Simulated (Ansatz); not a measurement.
## PbO2 under changes of volume

One of the cells (14.176 Å³/atom); the others are scaled copies at fixed shape and fractional positions:

```xyz
6
Lattice="4.9950 0.0000 0.0000 0.0000 4.9950 0.0000 0.0000 0.0000 3.4090" Properties=species:S:1:pos:R:3 pbc="T T T"
Pb    2.4975    2.4975    1.7045
Pb    0.0000    0.0000    0.0000
O     3.4594    3.4594    0.0000
O     4.0331    0.9619    1.7045
O     0.9619    4.0331    1.7045
O     1.5356    1.5356    0.0000
```

The cell is a database's computed one.

- Program: Ansatz 0.2.0
- Functional: PBEsol
- Potentials or basis: Ansatz PAW
- Cutoff: 420 eV (not typed: the program's choice for these potentials)
- k mesh: 6 × 6 × 8
- Occupations: fermi-dirac, width 0.05 eV
- Spin: no spin polarisation

| volume (Å³/atom) | energy over the lowest point (meV/atom) | pressure (GPa) | largest force (eV/Å) |
| --- | --- | --- | --- |
| 13.325 | 26.42 | 10.5 | 0.143 |
| 13.609 | 11.44 | 6.6 | 0.083 |
| 13.892 | 2.90 | 3.2 | 0.031 |
| 14.176 | 0.00 | 0.2 | 0.016 |
| 14.459 | 2.01 | -2.4 | 0.060 |
| 14.743 | 8.44 | -4.7 | 0.100 |
| 15.026 | ? | ? | ? |

Question: What does the run at 15.026 Å³/atom give?

Answer: Energy over the lowest point 18.78 meV/atom; pressure -6.8 GPa; largest force 0.137 eV/Å.

Worked out: A Birch-Murnaghan fit of order 3 (a polynomial in V^(-2/3)) to the other rows has its minimum at 14.19 Å³/atom with B0 = V·E''(V) = 139 GPa and B' = 5.4 at fixed shape and positions, which overstates the stiffness. It gives 18.66 meV/atom at 15.026 Å³/atom, against the run's 18.78, and -dE/dV = -6.8 GPa, against -6.8.

Energies are extrapolated to zero smearing.

Caveats: the PAW data sets come from PBE, with cores solved anew for the run's functional, which leaves a small shift of forces and pressure.
